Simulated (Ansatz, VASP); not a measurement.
# InGe2: VASP beside Ansatz

One calculation is typed for both programs; each brings its own data sets. How far apart do they land? The cell is generated by rule, not measured, and may not be a known phase. The cell is taken from a series of runs on this material, whose earlier steps may have relaxed, scaled, displaced or heated it; both programs get it as it stands.

Main program and level: Ansatz 0.2.0; plane waves, with VASP 6.6.1 beside it; single point at PBE.

The structure was built from a prototype and need not be the compound's stable phase.

## 1. The structure

It takes space group P-3m1 (No. 164, trigonal). The conventional cell has a = 4.481 Å, b = 4.481 Å, c = 4.179 Å, α = 90.00°, β = 90.00°, γ = 120.00°. Nearest to In lie 6 Ge at 2.99 Å. Nearest to Ge lie 3 Ge at 2.85 Å and 3 In at 2.99 Å. Farther neighbours are not listed.

Structure file:

```cif
data_structure
_symmetry_space_group_name_H-M 'P-3m1'
_symmetry_Int_Tables_number 164
_cell_length_a 4.4813
_cell_length_b 4.4813
_cell_length_c 4.1790
_cell_angle_alpha 90.000
_cell_angle_beta 90.000
_cell_angle_gamma 120.000
_cell_volume 72.68
loop_
_atom_site_label
_atom_site_type_symbol
_atom_site_symmetry_multiplicity
_atom_site_Wyckoff_symbol
_atom_site_fract_x
_atom_site_fract_y
_atom_site_fract_z
_atom_site_occupancy
In1 In 1 a 0.00000 0.00000 0.00000 1
Ge1 Ge 2 d 0.33333 0.66667 0.35642 1
```

## 2. VASP: single point, PBE, pair 1

With cell and atoms fixed, the geometry can't cause a difference; cores, projectors, grids and the points listed under the comparison can.

Lines of VASP's logs that name or quote its potential files are left out, and so is its time.

Contents of INCAR:

```
SYSTEM = InGe2
PREC = Accurate
ENCUT = 500
EDIFF = 1E-06
NELM = 120
ISMEAR = 1
SIGMA = 0.2
LREAL = .FALSE.
ALGO = Normal
GGA = PE
NBANDS = 26
LORBIT = 11
LWAVE = .FALSE.
LCHARG = .FALSE.
ISIF = 2
LASPH = .TRUE.
GGA_COMPAT = .FALSE.
KPAR = 2
```

Contents of POSCAR:

```
InGe2
1.0
    4.4813099044      0.0000037191      0.0000000000
   -2.2406581730      3.8809263599      0.0000000000
    0.0000000000      0.0000000000      4.1789659809
In Ge
1 2
Direct
    0.0000000000      0.0000000000      0.0000000000
    0.3333333333      0.6666666667      0.3564238133
    0.6666666667      0.3333333333      0.6435761867
```

Contents of KPOINTS:

```
Automatic mesh
0
Gamma
12 12 12
0 0 0
```

Potentials, in the order of the species: In_d and Ge_d (PBE family, release 64).

Command:

```sh
$ mpirun -np 2 vasp_std
```

Numbers of over 12 decimals in the logs are rounded to 6 here.

Output:

```text
[banner, memory and clock lines left out]
running    2 mpi-ranks, on    1 nodes
 distrk:  each k-point on    1 cores,    2 groups
 distr:  one band on    1 cores,    1 groups

 POSCAR found type information on POSCAR InGe
 POSCAR found :  2 types and       3 ions
 LDA part: xc-table for (Slater+PW92), standard interpolation
 POSCAR, INCAR and KPOINTS ok, starting setup
 FFT: planning ... GRIDC
 FFT: planning ... GRID_SOFT
 FFT: planning ... GRID
 WAVECAR not read
 entering main loop
       N       E                     dE             d eps       ncg     rms          rms(c)
DAV:   1     0.321933816799E+03    0.32193E+03   -0.20292E+04 10726   0.357E+03
DAV:   2     0.368530361096E+02   -0.28508E+03   -0.28094E+03 10068   0.637E+02
DAV:   3    -0.885626343035E+01   -0.45709E+02   -0.45281E+02 11808   0.190E+02
DAV:   4    -0.107675532672E+02   -0.19113E+01   -0.19040E+01 11860   0.437E+01
DAV:   5    -0.108250310658E+02   -0.57478E-01   -0.57469E-01 15098   0.731E+00    0.288E+00
DAV:   6    -0.107526387719E+02    0.72392E-01   -0.16315E-01 11916   0.452E+00    0.162E+00
DAV:   7    -0.107400173561E+02    0.12621E-01   -0.59954E-02 12846   0.239E+00    0.328E-01
DAV:   8    -0.107393832815E+02    0.63407E-03   -0.64463E-03 11738   0.895E-01    0.130E-01
DAV:   9    -0.107394185395E+02   -0.35258E-04   -0.48601E-04 11784   0.200E-01    0.596E-02
DAV:  10    -0.107394217561E+02   -0.32165E-05   -0.49310E-05 13624   0.821E-02    0.273E-02
DAV:  11    -0.107394228737E+02   -0.11176E-05   -0.44405E-06  9828   0.212E-02    0.893E-03
DAV:  12    -0.107394228541E+02    0.19615E-07   -0.15110E-06  6094   0.160E-02
   1 F= -.10739423E+02 E0= -.10739975E+02  d E =0.165622E-02
```

Parts of OUTCAR (step 2):

```text
ion  position               nearest neighbor table
   1  0.000  0.000  0.000-   2 2.99   3 2.99   2 2.99   3 2.99   3 2.99   2 2.99
   2  0.333  0.667  0.356-   3 2.85   3 2.85   3 2.85   1 2.99   1 2.99   1 2.99
   3  0.667  0.333  0.644-   2 2.85   2 2.85   2 2.85   1 2.99   1 2.99   1 2.99

  LATTYP: Found a hexagonal cell.
 ALAT       =     4.4813099044
 C/A-ratio  =     0.9325322439

 Subroutine GETGRP returns: Found 12 space group operations
 (whereof 12 operations were pure point group operations)

The static configuration has the point symmetry D_3d.

 Found    193 irreducible k-points:

   k-points           NKPTS =    193   k-points in BZ     NKDIM =    193   number of bands    NBANDS=     26

   dimension x,y,z NGX =    36 NGY =   36 NGZ =   30
   dimension x,y,z NGXF=    72 NGYF=   72 NGZF=   60

   ENCUT  =  500.0 eV  36.75 Ry    6.06 a.u.   8.17  8.17  7.62*2*pi/ulx,y,z

   NELECT =      41.0000    total number of electrons

 k-points in reciprocal lattice and weights: Automatic mesh
   0.00000000  0.00000000  0.00000000       0.001
   0.08333333  0.00000000  0.00000000       0.003
   0.16666667 -0.00000000  0.00000000       0.003
   0.25000000 -0.00000000  0.00000000       0.003
   0.33333333 -0.00000000  0.00000000       0.003
   0.41666667  0.00000000  0.00000000       0.003
   0.50000000 -0.00000000  0.00000000       0.002
   0.08333333  0.08333333  0.00000000       0.003
   0.16666667  0.08333333  0.00000000       0.007
[...]
0.33333333  0.25000000  0.50000000       0.007
   0.33333333  0.33333333  0.50000000       0.001

 average (electrostatic) potential at core
       1 -95.6411       2 -73.6740       3 -73.6740

 E-fermi :   5.6203

 k-point     1 :       0.0000    0.0000    0.0000
  band No.  band energies     occupation
    ...
     16      -5.5740      2.00000
     17       0.4970      2.00000
     18       2.8315      2.00000
     19       4.6893      2.00000
     20       4.6893      2.00000
     21       5.7816      0.01647
     22       5.7816      0.01647
     23       6.2416     -0.00010
     24       7.3285     -0.00000
     25      11.8973      0.00000
    ...

 k-point     2 :       0.0833    0.0000    0.0000
  band No.  band energies     occupation
    ...
     16      -5.5090      2.00000
     17       0.3894      2.00000
     18       2.7375      2.00000
     19       4.2567      2.00000
     20       4.3209      2.00000
     21       5.7039      0.35617
     22       6.2510     -0.00008
     23       6.6792     -0.00000
     24       7.9387     -0.00000
     25      11.6188      0.00000
    ...

 k-point     3 :       0.1667   -0.0000    0.0000
  band No.  band energies     occupation
    ...
     17       0.0326      2.00000
     18       2.3613      2.00000
     19       3.7697      2.00000
     20       4.0185      2.00000
     21       5.4978      1.85111
     22       7.0974     -0.00000
     23       7.4764     -0.00000
     24       9.2768     -0.00000
     25      10.7831      0.00000
     26      11.8967      0.00000

  Total       -1.7715360     -1.7715360     -0.1300787     -0.0000000      0.0000000     -0.0000000
  in kB      -39.0527073    -39.0527073     -2.8675252     -0.0000000      0.0000000     -0.0000000
  external PRESSURE =     -26.9909799 kB  Pullay stress =       0.0000000 kB

  energy-cutoff  :      500.00
  volume of cell :       72.68
      direct lattice vectors                 reciprocal lattice vectors
     4.481309904  0.000003719  0.000000000     0.223148932  0.128835343  0.000000000
    -2.240658173  3.880926360  0.000000000    -0.000000214  0.257670316  0.000000000
     0.000000000  0.000000000  4.178965981     0.000000000  0.000000000  0.239293645

 POSITION                                       TOTAL-FORCE (eV/Angst)
 -----------------------------------------------------------------------------------
      0.00000      0.00000      0.00000        -0.000000      0.000000      0.000000
     -0.00000      2.58729      1.48948         0.000000      0.000000      0.320803
      2.24065      1.29364      2.68948        -0.000000     -0.000000     -0.320803
 -----------------------------------------------------------------------------------
    total drift:                                0.000000      0.000000     -0.000000

  FREE ENERGIE OF THE ION-ELECTRON SYSTEM (eV)
  ---------------------------------------------------
  free  energy   TOTEN  =       -10.7394228541 eV

  energy  without entropy=      -10.7410790695  energy(sigma->0) =      -10.73997493

 total charge
# of ion       s       p       d       tot
------------------------------------------
    1        0.978   0.485   9.859  11.321
    2        1.242   0.923   9.994  12.159
    3        1.242   0.923   9.994  12.159
--------------------------------------------------
tot          3.461   2.331  29.847  35.639

[... 3 further parts left out ...]
```

This run has no spin polarisation. Its electron count is odd, so without a moment it is a metal by construction.

## 3. Ansatz: single point, PBE, pair 1

Ansatz runs on its NC files.

The same cell, functional, mesh and smearing now go to Ansatz, which takes its cutoff from its data sets.

Contents of input.yaml:

```yaml
crystal:
  lattice:
    - [4.4813099044, 3.7191e-06, 0.0]
    - [-2.240658173, 3.8809263599, 0.0]
    - [0.0, 0.0, 4.1789659809]
  atoms:
    - { symbol: In, position: [0.0, 0.0, 0.0] }
    - { symbol: Ge, position: [0.3333333333, 0.6666666667, 0.3564238133] }
    - { symbol: Ge, position: [0.6666666667, 0.3333333333, 0.6435761867] }
kpoints:
  mp_grid: { grid: [12, 12, 12] }
hamiltonian:
  xc: pbe
  pseudopotentials: { kind: nc }
scf:
  occupations: { method: methfessel_paxton, width: 0.2 }
output:
  forces: true
  stress: true
  eigenvalues: true
```

Command:

```sh
$ ansatz run input.yaml --threads 8 --pin off --max-ram 14336MiB --backend cpu --events-out ev --progress --plain --runs-dir out
```

Output:

```text
Engine: ansatz 0.2.0, aarch64-unknown-linux-gnu
Pseudopotentials: kind: nc
Pseudopotential: In, nc, valence charge 13, recommended cutoff 952.398519 eV (normal), In.nc.azcp
Pseudopotential: Ge, nc, valence charge 14, recommended cutoff 1061.244064 eV (normal), Ge.nc.azcp
Functional definition: PBE
  parameter kappa = 0.804
  parameter beta = 0.066725
  exchange = pbe_x(kappa = kappa, mu = beta*pi^2/3)
  correlation = pbe_c(beta = beta)
Crystal: 3 atoms, lattice volume = 72.679 Å³
Basis set: ecut = 1061.244064 eV, 5705 PW (Γ), exchange–correlation on 96×96×90 points (8 copies of the dense FFT grid, shifted against one another)
Bands: 25, of which v1, the nominal top of the filled ones, is band 21 counted from 1 (20 counted from 0)
Symmetry: 12 space group operations
Space group: P-3m1 (ITA 164), of the structure as read, at distance tolerance 4.2e-5 Å
k-points: 193 of 1728
Non-local potential: In, projectors of the file, l = 0: 2, l = 1: 2, l = 2: 2, l = 3: 1
Non-local potential: Ge, projectors of the file, l = 0: 2, l = 1: 2, l = 2: 2
Initial density: superposition of atomic densities (chi_scale 0.1, normalization cell, long waves kept (reshape's long-wave potential 0.00 eV rms))
Initial wavefunctions: pseudopotential atomic-orbital guess
Functional: x = pbe(κ = 0.804, μ = 0.219515), c = pbe(β = 0.066725)
SCF iter   1: F=—  HF=-6667.979292 eV  |F-HF|=—  |Δ(HF+E_count)|=         —  Δρ=1.71e-2  dr2=1.98e-1  ethr=3.10e-3  ⟨swp⟩=5.3  Hψ=19271  notcnv=0
preconditioner: auto → Kerker (q_TF=auto, 2.480 Å⁻¹)  [metal: Δε(μ)=0.012 eV  Ē_g=19.386 eV  σ=0.200 eV  W_gap=0.05  n_scr=20 (ndim 8)  ℏωp=27.9 eV  f_vac=0.000  D(μ)=1.77/eV (n_scr^D=8)]
SCF iter   2: F=—  HF=-6667.936606 eV  |F-HF|=—  |Δ(HF+E_count)|=   4.27e-2  S|Δr|=    0.00e0  Δρ=1.01e-2  dr2=7.18e-2  ethr=4.84e-4  ⟨swp⟩=1.0  Hψ=6427  notcnv=0
SCF iter   3: F=—  HF=-6667.919775 eV  |F-HF|=—  |Δ(HF+E_count)|=   1.68e-2  S|Δr|=    0.00e0  Δρ=2.49e-3  dr2=2.02e-3  ethr=1.75e-4  ⟨swp⟩=2.0  Hψ=8777  notcnv=0
SCF iter   4: F=—  HF=-6667.919816 eV  |F-HF|=—  |Δ(HF+E_count)|=   4.14e-5  S|Δr|=    0.00e0  Δρ=1.00e-3  dr2=2.50e-4  ethr=4.94e-6  ⟨swp⟩=2.0  Hψ=8800  notcnv=0
SCF iter   5: F=—  HF=-6667.919750 eV  |F-HF|=—  |Δ(HF+E_count)|=   6.68e-5  S|Δr|=    0.00e0  Δρ=1.53e-4  dr2=2.42e-5  ethr=6.09e-7  ⟨swp⟩=2.1  Hψ=8574  notcnv=0
SCF iter   6: F=—  HF=-6667.919913 eV  |F-HF|=—  |Δ(HF+E_count)|=   1.63e-4  S|Δr|=    0.00e0  Δρ=7.51e-5  dr2=2.50e-6  ethr=5.91e-8  ⟨swp⟩=3.3  Hψ=9669  notcnv=0
SCF iter   7: F=—  HF=-6667.919913 eV  |F-HF|=—  |Δ(HF+E_count)|=   1.67e-7  S|Δr|=    0.00e0  Δρ=2.16e-5  dr2=4.23e-7  ethr=6.09e-9  ⟨swp⟩=2.4  Hψ=9299  notcnv=0
SCF iter   8: F=-6667.919913 eV  HF=-6667.919913 eV  |F-HF|=3.64e-9  |Δ(HF+E_count)|=   3.54e-8  S|Δr|=    0.00e0  Δρ=4.00e-6  dr2=1.93e-8  ethr=2.44e-10  ⟨swp⟩=11.5  Hψ=32201  notcnv=0
SCF 1 converged in 8 iterations: F = -6667.919913 eV  dr2 = 1.93e-8
SCF converged after 8 iterations
Stability not checked: this state was not tested for a lower state beside it, because cold or Methfessel-Paxton smearing, or corrected tetrahedra, fill the levels in a way that the test cannot read (fill_not_monotonic; see scf.lower_state_search)
Free energy (F): -6667.919913 eV
Harris-Foulkes:  -6667.919913 eV  (|F-HF|=3.64e-9)
Internal energy: -6667.921569 eV  (E = F + TS)
E sigma→0 (E₀):  -6667.920327 eV
Entropy (-TS):   0.001656 eV (0.552 meV/atom)
Fermi energy:    9.557139 eV
--- Per-component energies (eV) ---
  E_band       = -296.365776
  E_kinetic    = 4783.173611
  E_local      = -5230.142818  (includes V_loc(G=0)·N_el)
  E_nonlocal   = -2286.557314
  E_hartree    = 1770.365056
  E_xc         = -1730.307076
  E_vxc        = -1103.567706  (∫ρ·V_xc dr)
  E_ewald      = -3974.453028
  E_smearing   = 0.001656  (= −TS)
  E_closure    = -0.000000  (closes the sum)
  Σ components = -6667.919913   (vs F -6667.919913, Δ=0.00e0)
--- Forces (eV/Å), atoms counted from 1 ---
  atom   1  In     0.00000000     0.00000000     0.00000000
  atom   2  Ge     0.00000000     0.00000000     0.32468867
  atom   3  Ge    -0.00000000     0.00000000    -0.32468867
  max |Σ_I F_I| component: 1.11e-16 eV/Å
--- Stress (GPa, compression-positive) ---
       -3.873136       0.000000       0.000000
        0.000000      -3.873136      -0.000000
        0.000000      -0.000000      -0.270163
  P = ⅓ Tr σ = -2.6721 GPa (-26.721 kbar)
--- Band table (eV; the first three rows and the last of 193) ---
  k-point 0: bands = [... 17 lower, 6.7666, 8.6258, 8.6258, 9.7196, 9.7196, 10.1814, 11.2627, 15.8340]
  k-point 1: bands = [... 17 lower, 6.8565, 8.6466, 8.6466, 9.7872, 9.7872, 10.2767, 11.3632, 15.6042]
  k-point 2: bands = [... 17 lower, 7.0587, 8.7063, 8.7063, 9.9868, 9.9868, 10.5095, 11.5580, 15.1749]
  k-point 192: bands = [... 17 lower, 5.0064, 5.7615, 6.1233, 6.1233, 13.5404, 13.5404, 13.9910, 15.7014]
```

Reading the cycles: dr2 is the Hartree energy of the density residual (eV), the measure of convergence; HF is the Harris–Foulkes estimate of the energy, which meets the free energy F at convergence.

The run ends at a pressure of -2.67 GPa, with forces up to 0.32 eV/Å.

## 4. Comparison

Known differences besides the potentials themselves: the cutoff is 1061.24 eV in Ansatz and 500 eV in VASP. Total energies have different zeros and are not compared.

Compared:

| quantity | Ansatz | VASP | difference |
| --- | --- | --- | --- |
| pressure (GPa) | -2.67 | -2.70 | +0.03 |

Forces (eV/Å; atoms numbered as in POSCAR):

| atom | Ansatz x, y, z | VASP x, y, z |
| --- | --- | --- |
| In1 | 0.000, 0.000, 0.000 | 0.000, 0.000, 0.000 |
| Ge2 | 0.000, 0.000, 0.325 | 0.000, 0.000, 0.321 |
| Ge3 | 0.000, 0.000, -0.325 | 0.000, 0.000, -0.321 |

The forces differ by 1.8 meV/Å r.m.s., which is 1.2 % of the r.m.s. force of 0.151 eV/Å (both taken over all components).

## 5. VASP: single point, PBE, pair 2

A single point gives forces, pressure and levels at one fixed geometry, so differences don't come from the geometry; what else differs is listed under the comparison. This pair takes another cell of the material, with 6 atoms against 3 for the pair before.

Edit INCAR of step 2 so:

```diff
@@ -10,3 +10,3 @@
 GGA = PE
-NBANDS = 26
+NBANDS = 50
 LORBIT = 11
```

Contents of POSCAR:

```
InGe2
1.0
    4.4813099044      0.0000037191      0.0000000000
    2.2406517314      3.8809300790      0.0000000000
    0.0000000000      0.0000000000      8.3579319619
In Ge
2 4
Direct
    0.0000000000      0.0000000000      0.0000000000
    0.0000000000      0.0000000000      0.5000000000
    0.6666666667      0.6666666667      0.2667505551
    0.6666666667      0.6666666667      0.7332494449
    0.3333333333      0.3333333333      0.2332494449
    0.3333333333      0.3333333333      0.7667505551
```

Contents of KPOINTS:

```
Automatic mesh
0
Gamma
9 9 4
0 0 0
```

Command:

```sh
$ mpirun -np 2 vasp_std
```

Output:

```text
[banner, memory and clock lines left out]
running    2 mpi-ranks, on    1 nodes
[...]
LDA part: xc-table for (Slater+PW92), standard interpolation
 POSCAR, INCAR and KPOINTS ok, starting setup
[...]
entering main loop
       N       E                     dE             d eps       ncg     rms          rms(c)
DAV:   1     0.907482041085E+03    0.90748E+03   -0.37796E+04  4134   0.385E+03
DAV:   2     0.167756994085E+03   -0.73973E+03   -0.71783E+03  3600   0.984E+02
DAV:   3    -0.699212907652E+01   -0.17475E+03   -0.17096E+03  3782   0.270E+02
DAV:   4    -0.213834712132E+02   -0.14391E+02   -0.14112E+02  4268   0.839E+01
[...]
DAV:  11    -0.216192823963E+02    0.20338E-04   -0.58320E-05  4846   0.567E-02    0.584E-03
DAV:  12    -0.216192826370E+02   -0.24066E-06   -0.13718E-05  3946   0.205E-02    0.770E-03
DAV:  13    -0.216192823253E+02    0.31172E-06   -0.13463E-06  2498   0.949E-03
   1 F= -.21619282E+02 E0= -.21617593E+02  d E =-.506765E-02
```

OUTCAR, selected parts (step 5):

```text
  Total       -0.0654740     -0.0654740     -0.3268562     -0.0000000      0.0000000      0.0000000
  in kB       -0.7216728     -0.7216728     -3.6026986     -0.0000000      0.0000000      0.0000000
  external PRESSURE =      -1.6820147 kB  Pullay stress =       0.0000000 kB

 POSITION                                       TOTAL-FORCE (eV/Angst)
 -----------------------------------------------------------------------------------
      0.00000      0.00000      0.00000         0.000000      0.000000      0.000000
      0.00000      0.00000      4.17897         0.000000      0.000000      0.000000
      4.48131      2.58729      2.22948        -0.000000     -0.000000      0.116087
      4.48131      2.58729      6.12845        -0.000000      0.000000     -0.116087
      2.24065      1.29364      1.94948         0.000000     -0.000000     -0.116087
      2.24065      1.29364      6.40845         0.000000     -0.000000      0.116087
 -----------------------------------------------------------------------------------
    total drift:                                0.000000     -0.000000      0.000000

  FREE ENERGIE OF THE ION-ELECTRON SYSTEM (eV)
  ---------------------------------------------------
  free  energy   TOTEN  =       -21.6192823253 eV

  energy  without entropy=      -21.6142146712  energy(sigma->0) =      -21.61759311

[... 3 further parts left out ...]
[key lines of the parts left out:]
E-fermi :   5.7209
```

The run ends at a pressure of -0.17 GPa, with forces up to 0.12 eV/Å.

## 6. Ansatz: single point, PBE, pair 2

The same cell, functional, mesh and smearing now go to Ansatz, which takes its cutoff from its data sets.

The cell is taken from a series of runs on this material, whose earlier steps may have relaxed, scaled, displaced or heated it; both programs get it as it stands.

Contents of input.yaml:

```yaml
crystal:
  lattice:
    - [4.4813099044, 3.7191e-06, 0.0]
    - [2.2406517314, 3.880930079, 0.0]
    - [0.0, 0.0, 8.3579319619]
  atoms:
    - { symbol: In, position: [1.0, 0.0, 0.0] }
    - { symbol: In, position: [1.0, 0.0, 0.5] }
    - { symbol: Ge, position: [0.6666666667, 0.6666666667, 0.2667505551] }
    - { symbol: Ge, position: [0.6666666667, 0.6666666667, 0.7332494449] }
    - { symbol: Ge, position: [0.3333333333, 0.3333333333, 0.2332494449] }
    - { symbol: Ge, position: [0.3333333333, 0.3333333333, 0.7667505551] }
kpoints:
  mp_grid: { grid: [9, 9, 4] }
hamiltonian:
  xc: pbe
  pseudopotentials: { kind: nc }
scf:
  occupations: { method: methfessel_paxton, width: 0.2 }
output:
  forces: true
  stress: true
  eigenvalues: true
  write_density: true
  write_potential: true
  elf: true
  volumetric_format: npy
```

Command:

```sh
$ ansatz run input.yaml --threads 8 --pin off --max-ram 14336MiB --backend cpu --events-out ev --progress --plain --runs-dir out
```

Output:

```text
[...]
Crystal: 6 atoms, lattice volume = 145.358 Å³
Basis set: ecut = 1061.244064 eV, 11415 PW (Γ), exchange–correlation on 96×96×180 points (8 copies of the dense FFT grid, shifted against one another)
Bands: 50, of which v1, the nominal top of the filled ones, is band 41 counted from 1 (40 counted from 0)
Symmetry: 24 space group operations
[...]
k-points: 36 of 324
[...]
k-point 0: bands = [... 37 lower, 7.8532, 7.9285, 8.1335, 8.1335, 9.9663, 9.9663, 11.8409, 11.8941, ... 5 higher]
  k-point 1: bands = [... 37 lower, 7.8906, 8.0882, 8.0882, 8.8377, 10.1212, 10.1212, 11.0826, 11.2795, ... 5 higher]
  k-point 2: bands = [... 37 lower, 7.9855, 7.9855, 7.9855, 10.0191, 10.0191, 10.5734, 10.5734, 10.5734, ... 5 higher]
  k-point 35: bands = [... 37 lower, 7.8408, 8.0142, 8.0142, 8.3163, 8.3163, 12.3901, 12.3901, 12.4958, ... 5 higher]
[key lines of the parts left out:]
SCF converged after 8 iterations
Free energy (F): -13335.981898 eV
Fermi energy:    9.657428 eV
P = ⅓ Tr σ = -0.1188 GPa (-1.188 kbar)
```

The run ends at a pressure of -0.12 GPa, with forces up to 0.12 eV/Å.

[end of part 1 of 2]

[Lines on the potential files, build, host, timing and source positions are cut from VASP's logs without a mark.]

[Logs are printed without paths, hosts, clocks, repeated set-up lines and the standing remarks that a program may print on its own settings, such as how far it seeks lower states.]

[Hosts, paths, dates, database ids (printed as entryN), source tags and the programs' standing remarks are cut or masked in the printed files.]
